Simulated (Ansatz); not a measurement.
We consider zinc-blende AlSb, described by PBE0 (Ansatz, a program for electronic structure, plane waves, PAW).

Total energies, extrapolated to zero smearing (they compare only within this program, potentials and cutoff):

```json
[
 {"system": "zinc-blende AlSb, relaxed", "energy (eV/atom)": "-3513.2587"},
 {"system": "fcc Al", "energy (eV/atom)": "-537.9820"},
 {"system": "rhombohedral A7 Sb", "energy (eV/atom)": "-6487.9132"}
]
```

Work out the formation enthalpy per atom.

ΔH_f ≈ ΔE = -3513.2587 − [1 × (-537.9820) + 1 × (-6487.9132)]/2 = -0.311 eV/atom (0 K, no vibrations). The reference value is -0.260 ± 0.005 eV/atom (measured, 298 K, copied from a table, unchecked, not corrected to a static lattice; as tabulated in Wang et al. (2021), doi:10.1038/s41598-021-94550-5), a difference of -0.051 eV/atom.

Spin–orbit coupling is left out; its size isn't shown.

The PAW data were made under PBE.
